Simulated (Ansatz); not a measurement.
# CdTe (CsCl type): a single-point run

Aim: a sound single-point run of CdTe (CsCl type). The structure is shown as the input types it.

Method: DFT, PBEsol, all-electron PAW with datasets made for the crystal, scalar-relativistic, in Ansatz 0.2.0.

**1. The system as given**

It takes space group Pm-3m (No. 221, cubic). Conventional cell: a = 2.727 Å, b = 2.727 Å, c = 2.727 Å, α = 90.00°, β = 90.00°, γ = 90.00°. Around Cd (site symmetry m-3m) lie 8 Te at 2.36 Å. Te (site symmetry m-3m) is surrounded by 8 Cd at 2.36 Å.

As a file:

```cif
data_structure
_symmetry_space_group_name_H-M 'P 1'
_symmetry_Int_Tables_number 1
_cell_length_a 2.7266
_cell_length_b 2.7266
_cell_length_c 2.7266
_cell_angle_alpha 90.000
_cell_angle_beta 90.000
_cell_angle_gamma 90.000
_cell_volume 20.27
loop_
_atom_site_label
_atom_site_type_symbol
_atom_site_fract_x
_atom_site_fract_y
_atom_site_fract_z
_atom_site_occupancy
Cd1 Cd 0.00000 0.00000 0.00000 1
Te1 Te 0.50000 0.50000 0.50000 1
```

**2. Input and run**

File input.yaml:

```yaml
crystal:
  lattice:
    - [2.7266425345, 0.0, 0.0]
    - [0.0, 2.7266425345, 0.0]
    - [0.0, 0.0, 2.7266425345]
  atoms:
    - { symbol: Cd, position: [0.0, 0.0, 0.0] }
    - { symbol: Te, position: [0.5, 0.5, 0.5] }
kpoints:
  mp_grid: { grid: [13, 13, 13] }
scf:
  occupations: { method: fixed }
  max_iter: 60
hamiltonian:
  xc: pbesol
  pseudopotentials: { kind: all_electron, datasets: crystal }
output:
  forces: true
  stress: true
  eigenvalues: true
```

Launch:

```console
> ansatz run input.yaml --threads 1 --pin off --max-ram 2048MiB --backend cpu --events-out ev --progress --plain --runs-dir out
```

Q: Will this input give a usable result? If not, why, and what should change?

The run converged and reported no error, with warnings (band overlap at count, crystal datasets made, metallic iterate). It gives a pressure of 501 GPa, which is large; a structure far from rest gives such values too, whatever the setting.

In the input, scf.occupations.method is fixed; scf.occupations.width is missing. The risk: fixed occupations where they can't hold. It still converged here, which does not make the setting sound.

The test: set scf.occupations.method to fermi_dirac and scf.occupations.width to 0.05.
